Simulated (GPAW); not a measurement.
ZnSe (Stilleite):

```
Se Zn
1.0
     0.00000    2.83380    2.83380
     2.83380    0.00000    2.83380
     2.83380    2.83380    0.00000
Se Zn
1 1
Direct
  0.75000 0.75000 0.75000
  0.00000 0.00000 0.00000
```

Program: GPAW 26.7.0. Alike in all runs: task band structure; cell as given; cutoff (eV) 600; smearing fermi-dirac 0.05 eV.

**Question.** Order these runs on this cell by their band gap on the k mesh, lowest first.
A. level AM05; potentials or basis PAW data sets generated in the run's folder for this functional, pw; spin SOC, no magnetisation; k mesh 7 × 7 × 7; band points 60; spin axis theta (degrees) 54.7; spin axis phi (degrees) 45
B. level r2SCAN; potentials or basis GPAW PAW data sets (gpaw-data 1.2.1), pw; spin off; k mesh 8 × 8 × 8; band points 100
C. level MS2; potentials or basis GPAW PAW data sets (gpaw-data 1.2.1), pw; spin SOC, no magnetisation; k mesh 7 × 7 × 7; band points 80; spin axis theta (degrees) 0; spin axis phi (degrees) 0
D. level TASK; potentials or basis GPAW PAW data sets (gpaw-data 1.2.1), pw; spin SOC, no magnetisation; k mesh 7 × 7 × 7; band points 60; spin axis theta (degrees) 90; spin axis phi (degrees) 45
E. level RPBE; potentials or basis the program's PAW data sets (release 1.2.1) made for this functional, pw; spin SOC, no magnetisation; k mesh 7 × 7 × 7; band points 100; spin axis theta (degrees) 90; spin axis phi (degrees) 45

**Answer.** A (1.15 eV), E (1.33 eV), C (1.53 eV), B (1.87 eV), D (2.72 eV).

Caveats: spin-orbit coupling was added after a scalar SCF, so levels and gaps hold it while energy, forces, pressure and moments don't (some runs); this program's spin-orbit splittings come out too wide for heavy elements (some runs).

A k mesh can miss the band edges.

Not every run made on this cell is shown here.
